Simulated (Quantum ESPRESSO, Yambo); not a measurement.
Planning a run of Quantum ESPRESSO 7.5 on MoS2 (2H monolayer). The input:

```
&control
  calculation = 'scf'
  prefix = 'x'
  outdir = 'o'
  pseudo_dir = 'pseudo'
/
&system
  ibrav = 0
  nat = 3
  ntyp = 2
  ecutwfc = 72.0
  nbnd = 36
  force_symmorphic = .true.
  noncolin = .true.
  lspinorb = .true.
/
&electrons
  conv_thr = 1e-10
  electron_maxstep = 80
  mixing_beta = 0.5
/
ATOMIC_SPECIES
  Mo 95.95 Mo.upf
  S 32.06 S.upf
CELL_PARAMETERS angstrom
  3.1851812601 -0.0000000000 0.0000000000
  -1.5925906300 2.7584478869 0.0000000000
  0.0000000000 0.0000000000 16.0000000000
ATOMIC_POSITIONS crystal
  Mo 0.3333333333 0.6666666667 0.5000000000
  S 0.6666666667 0.3333333333 0.5976880399
  S 0.6666666667 0.3333333333 0.4023119601
K_POINTS automatic
  12 12 1 0 0 0
```

```sh
OMP_NUM_THREADS=1 mpirun -n 4 pw.x -nk 4 -in pw.in > pw.out
```

**Question.** How long will it take on 4 MPI ranks of Arm Neoverse V1, shared host, and how much memory?

It took 2.2 min; on shared hardware allow 67 s to 4.4 min. Peak host memory was 1.0 GiB.

[Paths, hosts, dates, memory and timing lines, banners, echoed tables and standing remarks are left out of the program output.]

[Logs are printed without paths, hosts, clocks, repeated set-up lines and the standing remarks that a program may print on its own settings, such as how far it seeks lower states.]

[Runs of the session that timed out or met a known fault of the program may be left out.]

[Hosts, paths, dates, database ids (printed as entryN), source tags and the programs' standing remarks are cut or masked in the printed files.]
